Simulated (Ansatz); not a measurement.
Mg₂Ge (antifluorite) at its r2SCAN geometry: many-body runs in Ansatz on a coarse mesh, with settings drawn wide and some wrong on purpose. No gap below is converged. Spin-unpolarised throughout; all numbers are computed.

The first input:
```yaml
crystal:
  lattice:
    - [0.0, 3.183101237, 3.183101237]
    - [3.183101237, 0.0, 3.183101237]
    - [3.183101237, 3.183101237, 0.0]
  atoms:
    - { symbol: Ge, position: [0.0, 0.0, 0.0] }
    - { symbol: Mg, position: [0.25, 0.25, 0.25] }
    - { symbol: Mg, position: [0.75, 0.75, 0.75] }
kpoints:
  mp_grid: { grid: [2, 2, 2] }
hamiltonian:
  xc: pbe
scf:
  occupations: { method: fermi_dirac, width: 0.02 }
gw:
  n_empty_bands: 30
  ecut_chi: 40
  qp_bands: [v1, c1]
  qp_kpoints: band_edges
  screening: { model: contour_deformation }
```

Question: How does it end?

Answer: The ground state converges, and G0W0 is refused.
```
Error: G₀W₀ refused: G₀W₀ requires an insulating spectrum, but band 14 at k-index 0 (both counted from 0) has fractional occupation f = 1.1579077 (expected 0 or 2). The pass judges the occupations at the input's 0.02 eV smearing even where the SCF narrowed it. If the crystal has a gap, the smearing's tails reach a band edge, so set scf.occupations.method: fixed, or a narrower scf.occupations.width. […]
```

Question: And with these blocks in place of the first input's?
```yaml
gw:
  n_empty_bands: 100000
  ecut_chi: 80
  qp_bands: [v1, c1]
  qp_kpoints: band_edges
  screening: { model: contour_deformation }
```

Answer: The program doesn't start.
```
Error: inconsistent input (gw.n_empty_bands, basis.ecutwfc): the count of 100017 bands up to the last of gw.n_empty_bands exceeds the smallest per-k basis n_pw = 1243 of the GW NSCF pass (the SCF k-mesh) (at k = [0.000000, 0.000000, 0.000000] in reciprocal lattice vectors) — raise basis.ecutwfc, or ask for fewer bands where the run can do with them
```

Question: And with these blocks in place of the first input's?
```yaml
hamiltonian:
  xc: hse06
gw:
  n_empty_bands: 60
  ecut_chi: 80
  qp_bands: [v1, c1]
  qp_kpoints: band_edges
  screening: { model: godby_needs }
```

Answer: It runs. The HSE06 gap over the mesh, 0.56 eV, becomes 0.32 eV, with 77 bands summed and 113 plane waves in the screening. The exchange mesh is coarse for a hybrid start.
```
--- G₀W₀: ω_p = 26.9591 eV, 8 q-points, 60 empty bands' worth ---
    ik  band        ε_KS         Σx   Σc(E_QP)       V_xc       Z   E_QP_lin       E_QP  E_QP is
     0    17      6.8480   -14.1366     1.9167   -12.2133  0.8011     6.8415     6.8415  root
     0    18      8.9042    -6.7413    -4.4487   -11.2510  0.8059     8.9652     8.9652  root
     1    17      6.0370   -14.0455     1.9683   -12.0394  0.7974     5.9992     5.9992  root
     1    18      8.6082    -6.5189    -4.2505   -10.7942  0.8020     8.6331     8.6331  root
     2    17      4.6121   -13.6155     2.0873   -11.4275  0.7916     4.5113     4.5114  root
     2    18      7.4111    -4.1817    -3.9563    -7.8848  0.8130     7.1582     7.1579  root
```
The points are ik 0 = (0, 0, 0) (Γ), ik 1 = (0, 0, -1/2), ik 2 = (0, -1/2, -1/2); band 17 is the last filled one.

Question: And with these blocks in place of the first input's?
```yaml
gw:
  n_empty_bands: 60
  ecut_chi: 80
  qp_bands: [v1, c1]
  qp_kpoints: band_edges
  screening: { model: contour_deformation }
  static_remainder: true
```

Answer: The input is refused before any iteration.
```
Error: gw.static_remainder: true with hamiltonian.pseudopotentials.kind: paw|paw_fr|all_electron — the remainder's closure is formed of plane waves alone, without the terms of the atoms; leave out gw.static_remainder, or use kind: nc
```

Spin-orbit coupling is left out.

The program warns that the k mesh is coarse for exact exchange in some of these runs, so their gaps aren't converged.
